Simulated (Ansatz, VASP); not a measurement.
**One calculation of PtS2, two programs**

```
CELL_PARAMETERS angstrom
3.54320 0.00000 0.00000
-1.77160 3.06850 0.00000
0.00000 0.00000 5.03880
ATOMIC_POSITIONS crystal
Pt 0.00000 0.00000 0.00000
S 0.33333 0.66667 0.25000
S 0.66667 0.33333 0.75000
```

Alike in both runs: task single point; functional PBE; dispersion D3(BJ); k mesh 6 × 6 × 4; occupations gaussian, width 0.1 eV; no spin polarisation.

|  | VASP | Ansatz |
| --- | --- | --- |
| version | VASP 6.6.1 | Ansatz 0.2.0 |
| potentials or method | VASP PAW PBE potentials, release 64 (Pt, S) | scalar-relativistic, plane waves, PAW |
| plane-wave cutoff (eV) | 520 | 420 |
| valence electrons in the cell | 22 | 30 |

Ansatz gave:

* gap on the k mesh at the Fermi level (eV): 0.56
* least direct gap on the mesh (eV): 1.31
* pressure (GPa): -1.4
* largest component of the traceless stress (GPa): 1.92
* rms of the force components (eV/Å): 0.145

What did VASP give for the same quantities?

gap on the k mesh at the Fermi level (eV): 0.56; least direct gap on the mesh (eV): 1.31; pressure (GPa): -1.9; largest component of the traceless stress (GPa): 1.80; rms of the force components (eV/Å): 0.164.

Atom by atom the forces differ by 0.019 eV/Å (rms over components). The two sets of potentials don't hold the same shells in valence.

Caveats: spin-orbit coupling is left out, which moves the levels of the heavy elements; the cell's inner coordinates are idealised or old, which leaves forces on the atoms. PBE gaps usually lie below the measured ones, often by a third to a half. A k mesh can miss the band edges.
